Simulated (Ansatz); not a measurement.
**Relaxing Si in the bcc type**

First guess:

```yaml
crystal:
  lattice:
    - [-1.40625, 1.40625, 1.40625]
    - [1.40625, -1.40625, 1.40625]
    - [1.40625, 1.40625, -1.40625]
  atoms:
    - { symbol: Si, position: [0.00000, 0.00000, 0.00000] }
```

Theory: Ansatz 0.2.0, DFT, PBE, PAW with Ansatz's default frozen-core files, scalar-relativistic.

Cell and atoms relax within the symmetry of the start on a 18×18×18 k mesh with 0.05 eV Fermi–Dirac smearing.

The start is built from a prototype, known or not as a phase of this compound; the cutoff is 420 eV.

**Question.** What is the pressure of the first guess?

**Answer.** 46.3 GPa.

**Question.** What does it relax to?

**Answer.** a = 3.083 Å, b = 3.083 Å, c = 3.083 Å, α = 90.00°, β = 90.00°, γ = 90.00° (conventional cell), 14.65 Å³ per atom:
```
CELL_PARAMETERS angstrom
-1.54149 1.54149 1.54149
1.54149 -1.54149 1.54149
1.54149 1.54149 -1.54149
ATOMIC_POSITIONS crystal
Si 0.00000 0.00000 0.00000
```

**Question.** How much energy does the relaxation release?

**Answer.** 398 meV/atom.
